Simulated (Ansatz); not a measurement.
NaH: the change of energy less free atoms and pressure with volume per atom

All results are calculated (Ansatz 0.2.0). Periodic Kohn-Sham DFT of a crystal at fixed atoms; pressure and stress are positive in compression; the energy is the free energy less that of spherical unpolarised free atoms; site moments are those in the method's own spheres, positive along +z.

Cell of the first row (space group Fm-3m, No. 225):
```
NaH
1.0
      0.0000     2.3906     2.3906
      2.3906     0.0000     2.3906
      2.3906     2.3906     0.0000
Na H
1 1
Direct
  0.00000 0.00000 0.00000
  0.50000 0.50000 0.50000
```

Settings of every row: method all-electron LAPW; functional PBE; relativity scalar; k mesh 9x9x9; filling fermi-dirac; smearing width 0.02 eV; basis error target 0.25 meV/atom; nucleus gaussian.

Atom start moment: 0 on all atoms.

| row | volume per atom (Å³) | energy less free atoms (eV/atom) | pressure (GPa) |
| --- | --- | --- | --- |
| 1 | 13.662 | -2.539 | 0.799 |
| 2 | 14.236 | ? | ? |
| 3 | 14.527 | -2.5392 | -0.635 |
| 4 | 14.817 | -2.5377 | -1.032 |
| 5 | 15.398 | -2.5327 | -1.719 |

Question: what energy less free atoms and pressure should row 2 give?

Worked fit of energy less free atoms. Take u = (V_r/V)^(2/3) − 1 with V_r = 14.672 Å³ an atom, which is twice the finite (Eulerian) strain; such expansions in the strain, on which the Birch-Murnaghan equation of state is built, carry the rest volume and the bulk modulus. The shown rows have u = 0.0487, 0.00664, -0.00653, -0.03168. Least squares give energy less free atoms = −2.53854 − 0.1153 × u + 2.174 × u² eV/atom; a straight line predicts inner rows, each left out in turn, worse (root mean square 0.0022 against 1.7e-05 eV/atom). All shown rows lie on it to the printed digit. Its lowest point lies at u = 0.0265, or V = 14.11 Å³ an atom, and the curvature there gives the bulk modulus at fixed shape and fractions, B = (4/9)(1 + u)² E″(u)/V = 23.1 GPa. The withheld row has u = 0.02031, so the fit gives −2.53854 − 0.1153 × (0.02031) + 2.174 × (0.02031)² = -2.5400 eV/atom.

The calculation gave -2.54 eV/atom. The fit meets it to the printed digit.

Worked fit of pressure. Take u = (V_r/V)^(2/3) − 1 with V_r = 14.672 Å³ an atom, which is twice the finite (Eulerian) strain; such expansions in the strain, on which the Birch-Murnaghan equation of state is built, carry the rest volume and the bulk modulus. The shown rows have u = 0.0487, 0.00664, -0.00653, -0.03168. Least squares give pressure = −0.8383 + 30.096 × u + 72.37 × u² GPa; a straight line predicts inner rows, each left out in turn, worse (root mean square 0.073 against 0.00056 GPa). All shown rows lie on it to the printed digit. The pressure vanishes at u = 0.0262, or V = 14.11 Å³ an atom, and there the bulk modulus at fixed shape and fractions is B = −V dP/dV = (2/3)(1 + u) dP/du = 23.2 GPa. The withheld row has u = 0.02031, so the fit gives −0.8383 + 30.096 × (0.02031) + 72.37 × (0.02031)² = -0.197 GPa.

The calculation gave -0.199 GPa. The fit lies 0.002 GPa (1 % of the value, 0.079 % of the column's range) above it; its largest miss of a shown row is 0.000 GPa.
